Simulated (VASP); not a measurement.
Crystal: CaF2.

```xyz
3
Lattice="0.0000 2.7100 2.7100 2.7100 0.0000 2.7100 2.7100 2.7100 0.0000" Properties=species:S:1:pos:R:3 pbc="T T T"
Ca    0.0000    0.0000    0.0000
F     1.3550    1.3550    1.3550
F     4.0650    4.0650    4.0650
```

The cell was built by a generator and needn't be a form met in nature.

| Item | Value |
| --- | --- |
| Program | VASP 6.6.1 |
| Task | relaxation of cell and atoms |
| Functional | LDA |
| Potentials or basis | VASP PAW LDA potentials, release 64 (Ca_sv, F) |
| Cutoff | 600 eV |
| k mesh | 10 × 10 × 10 |
| Occupations | gaussian, width 0.02 eV |
| Spin | no spin polarisation |

At the start: pressure -4.4 GPa; volume 13.27 Å³/atom.

Question: Where does the relaxation end?

Answer: Over 3 steps the energy falls by 9.0 meV/atom and the volume is 12.64 Å³/atom (-4.7 %); space group Fm-3m (No. 225, to 0.05 Å).

Step by step:
```tsv
step	energy change (eV)	largest force (eV/Å)	pressure (GPa)	volume (Å³)
1	0.0000	0.0000	-4.44	39.81
2	-0.0268	0.0000	0.54	37.73
3	-0.0271	0.0000	-0.01	37.92
```

Final structure:
```
Ca F
1.0
     0.00000    2.66660    2.66660
     2.66660    0.00000    2.66660
     2.66660    2.66660    0.00000
Ca F
1 2
Cartesian
  0.0000 0.0000 0.0000
  1.3333 1.3333 1.3333
  3.9999 3.9999 3.9999
```
